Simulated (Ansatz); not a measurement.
NiO2 under changes of volume

One of the cells (15.832 Å³/atom); the others are scaled copies at fixed shape and fractional positions:

```
Ni O
1.0
     1.40213    0.80952    6.97429
    -1.40213    0.80952    6.97429
     0.00000   -1.61904    6.97429
Ni O
1 2
Direct
  0.00000 0.00000 0.00000
  0.37879 0.37879 0.37879
  0.62121 0.62121 0.62121
```

The cell comes from a database or a generator and needn't be the stable form of this composition.

- Program: Ansatz 0.2.0
- Functional: r2SCAN
- Potentials or basis: Ansatz PAW
- Cutoff: 500 eV (not typed: the program's choice for these potentials)
- k mesh: 11 × 11 × 11
- Occupations: fermi-dirac, width 0.05 eV
- Spin: collinear spin, ferromagnetic start
- Starting moments: [1.0, 0.0, 0.0] μB

```tsv
volume (Å³/atom)	energy over the lowest point (meV/atom)	pressure (GPa)	gap on the mesh (eV)	largest force (eV/Å)
14.882	5.20	4.3	1.89	0.440
15.199	0.00	1.1	1.85	0.112
15.516	0.76	-1.8	1.81	0.189
15.832	?	?	?	?
16.149	17.60	-6.6	1.74	0.720
16.466	32.62	-8.6	1.70	0.954
16.782	51.40	-10.4	1.67	1.170
```

**Question.** What does the run at 15.832 Å³/atom give?

**Answer.** Energy over the lowest point 6.81 meV/atom; pressure -4.3 GPa; gap on the mesh 1.77 eV; largest force 0.466 eV/Å.

Worked out: A Birch-Murnaghan fit of order 3 (a polynomial in V^(-2/3)) to the other rows has its minimum at 15.31 Å³/atom with B0 = V·E''(V) = 139 GPa and B' = 4.5 at fixed shape and positions, which overstates the stiffness. It gives 6.80 meV/atom at 15.832 Å³/atom, against the run's 6.81, and -dE/dV = -4.3 GPa, against -4.3. A straight line through the other rows of the gap, of slope -1.84 eV per unit of ln V, gives 1.77 eV, against the run's 1.77.

Energies are extrapolated to zero smearing.

Caveats: the magnetic or orbital state may not be the lowest; odd divisions of the mesh miss points on the zone boundary, where band edges often lie, so the gap on the mesh can be too wide; the PAW data sets come from PBE, with cores solved anew for the run's functional, which leaves a small shift of forces and pressure; the starting moments weren't kept; forces of over 1 eV/Å show positions far from the minimum, so gaps and moduli don't describe the material at rest (some runs).

A mesh can miss the band edges.
